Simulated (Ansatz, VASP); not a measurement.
# Two plane-wave programs on Mo

```
Mo
1.0
    -1.56377    1.56377    1.56377
     1.56377   -1.56377    1.56377
     1.56377    1.56377   -1.56377
Mo
1
Direct
  0.00000 0.00000 0.00000
```

Alike in both runs: functional PBEsol; k mesh 10 × 10 × 10; occupations gaussian, width 0.1 eV; no spin polarisation.

Ansatz relaxed the structure, and its values are those at the end. VASP's run is a single point on that final structure, the one shown.

|  | VASP | Ansatz |
| --- | --- | --- |
| version | VASP 6.6.1 | Ansatz 0.2.0 |
| potentials or method | VASP PAW PBE potentials, release 64 (Mo_sv) | scalar-relativistic, plane waves, PAW |
| plane-wave cutoff (eV) | 520 | 420 |
| valence electrons in the cell | 14 | 14 |

```tsv
	VASP	Ansatz	Ansatz less VASP
gap on the k mesh at the Fermi level (eV)	none	none	-
pressure (GPa)	0.5	-0.1	-0.54
```

A gap of «none» marks a metal or a gap that the smearing closes.

Caveats: the PAW data sets were made with another functional, which shifts forces and pressure a little (VASP).
